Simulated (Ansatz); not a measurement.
An elastic constant from a strain scan in SnO

Level of theory: DFT PBE+D3(BJ), scalar-relativistic, plane waves, PAW (Ansatz). Settings: plane waves to 420 eV, k-mesh 12×12×10 (Γ-centred), Gaussian smearing 0.15 eV. No spin polarisation. Energies are free energies at this smearing, counted from the undisturbed cell; pressure is positive in compression.

The starting cell (relaxed at this level):

```yaml
crystal:
  lattice:
    - [3.83710, 0.00000, 0.00000]
    - [0.00000, 3.83710, 0.00000]
    - [0.00000, 0.00000, 4.76213]
  atoms:
    - { symbol: Sn, position: [0.00000, 0.50000, 0.24324] }
    - { symbol: Sn, position: [0.50000, 0.00000, 0.75676] }
    - { symbol: O, position: [0.00000, 0.00000, 0.00000] }
    - { symbol: O, position: [0.50000, 0.50000, 0.00000] }
```

The cell is strained by ε times the Voigt pattern (0, 0, 0, 1, 0, 0) (xx, yy, zz, yz, xz, xy; engineering shear) with fractional coordinates fixed. The cell holds 4 atoms in V0 = 70.11 Å³. The stress column is τ = (1/V0) dE/dε, got from the stress tensor σ (compression positive) at each point as −det(1 + εP) σ : P(1 + εP)⁻¹, with P the pattern as a tensor.

| ε | ΔE (meV/atom) | τ (GPa) |
| --- | --- | --- |
| -0.0875 | 21.884 | -4.629 |
| -0.0750 | 16.019 | -3.941 |
| -0.0500 | 7.088 | -2.600 |
| -0.0250 | 1.769 | -1.292 |
| 0.0000 | 0.000 | 0.000 |
| 0.0250 | 1.769 | 1.292 |
| 0.0500 | 7.088 | 2.600 |
| 0.0750 | 16.019 | 3.941 |
| 0.0875 | 21.884 | 4.629 |
| 0.1000 | ? | ? |

Problem. Which combination of elastic constants does this scan measure, and how large is it?

Solution. For small ε, τ = τ0 + Kε with K = pᵀCp, which for this pattern is C44 in the Cartesian frame shown. The parabola through τ at ε = -0.0250, 0 and 0.0250 has slope K = 52 GPa at zero. The energies per cell, E = NΔE, of the same two points give K = 2[E(ε₊)/ε₊ − E(ε₋)/ε₋]/[(ε₊ − ε₋)V0] = 52 GPa, in agreement. These are clamped-ion values.

Problem. Predict the withheld row at ε = 0.1000 from the harmonic law, and compare.

Solution. ΔE = V0(τ0 ε + Kε²/2)/N = 28.265 meV/atom and τ = 5.17 GPa. The calculation gives 28.691 meV/atom and 5.33 GPa, a miss of 1.5 % of the harmonic energy, so the harmonic law still holds here.

Forces appear on the atoms along this scan, and letting them relax would lower the energy and soften the response. No gap shows at this level, though a semilocal functional can close a small gap that the real compound has; without a gap these slopes depend on the k mesh and the smearing.